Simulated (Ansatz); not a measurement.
# SiO2: the cost of one run

Computed with Ansatz 0.2.0 (DFT, PBE, plane-wave PAW, default files, scalar-relativistic, as far as a step names no other, unless a step's input says otherwise).

### 1 The starting structure

It takes space group Im-3m (No. 229, cubic). The conventional cell has a = 8.939 Å, b = 8.939 Å, c = 8.939 Å, α = 90.00°, β = 90.00°, γ = 90.00°. Si (site symmetry -4m2) is surrounded by 4 O at 1.61 Å. Around O (site symmetry mm2) lie 2 Si at 1.61 Å.

As a file:

```cif
data_structure
_symmetry_space_group_name_H-M 'P 1'
_symmetry_Int_Tables_number 1
_cell_length_a 7.7416
_cell_length_b 7.7416
_cell_length_c 7.7416
_cell_angle_alpha 109.471
_cell_angle_beta 109.471
_cell_angle_gamma 109.471
_cell_volume 357.17
loop_
_atom_site_label
_atom_site_type_symbol
_atom_site_fract_x
_atom_site_fract_y
_atom_site_fract_z
_atom_site_occupancy
Si1 Si 0.50000 0.25000 0.75000 1
Si2 Si 0.50000 0.75000 0.25000 1
Si3 Si 0.25000 0.75000 0.50000 1
Si4 Si 0.75000 0.25000 0.50000 1
Si5 Si 0.25000 0.50000 0.75000 1
Si6 Si 0.75000 0.50000 0.25000 1
O1 O 0.35252 0.00000 0.64748 1
O2 O 0.64748 0.64748 0.29495 1
O3 O 0.35252 0.64748 0.00000 1
O4 O 0.35252 0.70505 0.35252 1
O5 O 0.64748 0.29495 0.64748 1
O6 O 0.00000 0.35252 0.64748 1
O7 O 0.70505 0.35252 0.35252 1
O8 O 0.64748 0.35252 0.00000 1
O9 O 0.00000 0.64748 0.35252 1
O10 O 0.29495 0.64748 0.64748 1
O11 O 0.35252 0.35252 0.70505 1
O12 O 0.64748 0.00000 0.35252 1
```

### 2 Single point at the given positions

Input file input.yaml:

```yaml
crystal:
  lattice:
    - [-4.469619345, 4.469619345, 4.469619345]
    - [4.469619345, -4.469619345, 4.469619345]
    - [4.469619345, 4.469619345, -4.469619345]
  atoms:
    - { symbol: Si, position: [0.5, 0.25, 0.75] }
    - { symbol: Si, position: [0.5, 0.75, 0.25] }
    - { symbol: Si, position: [0.25, 0.75, 0.5] }
    - { symbol: Si, position: [0.75, 0.25, 0.5] }
    - { symbol: Si, position: [0.25, 0.5, 0.75] }
    - { symbol: Si, position: [0.75, 0.5, 0.25] }
    - { symbol: O, position: [0.35252394, 0.0, 0.64747606] }
    - { symbol: O, position: [0.64747606, 0.64747606, 0.29495212] }
    - { symbol: O, position: [0.35252394, 0.64747606, 0.0] }
    - { symbol: O, position: [0.35252394, 0.70504788, 0.35252394] }
    - { symbol: O, position: [0.64747606, 0.29495212, 0.64747606] }
    - { symbol: O, position: [0.0, 0.35252394, 0.64747606] }
    - { symbol: O, position: [0.70504788, 0.35252394, 0.35252394] }
    - { symbol: O, position: [0.64747606, 0.35252394, 0.0] }
    - { symbol: O, position: [0.0, 0.64747606, 0.35252394] }
    - { symbol: O, position: [0.29495212, 0.64747606, 0.64747606] }
    - { symbol: O, position: [0.35252394, 0.35252394, 0.70504788] }
    - { symbol: O, position: [0.64747606, 0.0, 0.35252394] }
kpoints:
  mp_grid: { grid: [4, 4, 4] }
scf:
  occupations: { method: fermi_dirac, width: 0.02 }
hamiltonian:
  xc: pbe
  pseudopotentials: { kind: paw }
output:
  forces: true
  stress: true
  populations: true
  efg: { quadrupole_moments_barn: { O: -0.02558 }, contact_densities: true }
```

Started as:

```
$ ansatz run input.yaml --threads 1 --pin off --max-ram 2560MiB --backend cpu --events-out ev --progress --plain --runs-dir out
```

What time and memory should one allow on 1 thread of Intel Xeon Platinum 8488C (Sapphire Rapids), shared host?

About 21 s, with a peak of 0.69 GiB.
